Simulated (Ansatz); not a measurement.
# Ba: the crystal squeezed far

An exercise on one series of results from a longer session: the logs are not shown, and one member is left open.

Method: DFT PBE, with the methods named in each step, in Ansatz 0.2.0.

1 further run of the same task is left out (set aside as unsound or not needed). Runs told in other sessions of the task aren't counted.

### The starting structure

Symmetry: P6/mmm, No. 191, hexagonal system. The conventional cell has a = 4.328 Å, b = 4.328 Å, c = 4.068 Å, α = 90.00°, β = 90.00°, γ = 120.00°. Ba (site symmetry 6/mmm) is surrounded by 8 Ba at 4.07 to 4.33 Å.

Structure file:

```
CELL_PARAMETERS angstrom
4.32763 0.00000 0.00000
-2.16382 3.74784 0.00000
0.00000 0.00000 4.06798
ATOMIC_POSITIONS crystal
Ba 0.00000 0.00000 0.00000
```

Whether this phase is the stable one at these pressures isn't tested.

The first run:

input.yaml

```yaml
crystal:
  lattice:
    - [4.3276344886, 0.0, 0.0]
    - [-2.1638172443, 3.7478414054, 0.0]
    - [0.0, 0.0, 4.0679764193]
  atoms:
    - { symbol: Ba, position: [0.0, 0.0, 0.0] }
kpoints:
  mp_grid: { grid: [10, 10, 9] }
scf:
  occupations: { method: fermi_dirac, width: 0.08 }
hamiltonian:
  xc: pbe
  pseudopotentials: { kind: paw }
output:
  forces: true
  stress: true
  write_density: true
  write_potential: true
  elf: true
  volumetric_format: npy
relax:
  f_tol: 0.005
  max_steps: 40
  cell: {}
```

Started as:

```console
> ansatz run input.yaml --threads 1 --pin off --max-ram 2048MiB --backend cpu --events-out ev --progress --plain --runs-dir out
```

Steps of the session up to this table: Cell relaxed at zero pressure, PAW; Volume scaled by 1, PAW; Shape and atoms relaxed at 0.9 of the volume, PAW; Volume scaled by 0.9, PAW; Shape and atoms relaxed at 0.8 of the volume, PAW; Volume scaled by 0.8, PAW; Shape and atoms relaxed at 0.7 of the volume, PAW; Volume scaled by 0.7, PAW; Shape and atoms relaxed at 0.6 of the volume, PAW; Volume scaled by 0.6, PAW; Shape and atoms relaxed at 0.5 of the volume, PAW; Volume scaled by 0.5, PAW; Shape and atoms relaxed at 0.4 of the volume, PAW; Volume scaled by 0.4, PAW; Volume scaled by 0.4, PAW (source ansatz).

One of the session's tables, all rows but one given; the rest of the session is left out.

| method | volume over the first | volume (Å³/atom) | pressure (GPa) |
| --- | --- | --- | --- |
| PAW | 1 | 62.188 | 0.02 |
| PAW | 0.9 | 55.969 | 1.00 |
| PAW | 0.8 | 49.750 | 2.47 |
| PAW | 0.7 | 43.532 | 4.73 |
| PAW | 0.6 | ? | ? |
| PAW | 0.5 | 31.094 | 14.33 |
| PAW | 0.4 | 24.875 | 28.91 |
| PAW (source ansatz) | 0.4 | 24.875 | 28.98 |

**Question.** Estimate the row for PAW, 0.6.

As computed: volume (Å³/atom): 37.313; pressure (GPa): 8.10. In the column «volume (Å³/atom)» it lies between PAW, 0.5 (31.094) and PAW, 0.7 (43.532).
